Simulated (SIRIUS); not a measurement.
# CoO: single point with PBE

Crystal: CoO.

```
Co O
1.0
     3.19765    0.00000    0.00000
    -1.59882    2.76924    0.00000
     0.00000    0.00000    5.22871
Co O
2 2
Direct
  0.33333 0.66667 0.50336
  0.00000 0.00000 0.00347
  0.33333 0.66667 0.87156
  0.00000 0.00000 0.37161
```

Measurements of this composition are mostly on another form, of space group No. 225.

* Program: SIRIUS 7.10.0
* Task: single point
* Functional: PBE
* Potentials or basis: PseudoDojo 0.4.1 PBE standard (scalar relativistic)
* Cutoff: 1307 eV
* Density cutoff: 5227 eV
* k mesh: 10 × 10 × 5
* Occupations: fermi-dirac, width 0.05 eV
* Spin: collinear spin, ferromagnetic start
* Starting moments: [2.0, 2.0, 0.0, 0.0] μB

```yaml
Pressure: 1.2 GPa
Largest_force: 0.287 eV/Å
Net_moment: 5.95 μB per cell
Absolute_moment: 5.96 μB per cell
```

Forces in eV/Å, atoms in the order of the input:
```
Co   0.000  0.000 -0.280
Co   0.000  0.000 -0.287
O    0.000  0.000  0.284
O    0.000  0.000  0.283
```

Stress tensor (GPa, compression positive):
```
0.12 0.00 0.00
0.00 0.12 0.00
0.00 0.00 3.42
```

It took 23 min on 4 threads of Arm Neoverse V1, on a shared host, peak memory 1.1 GiB.
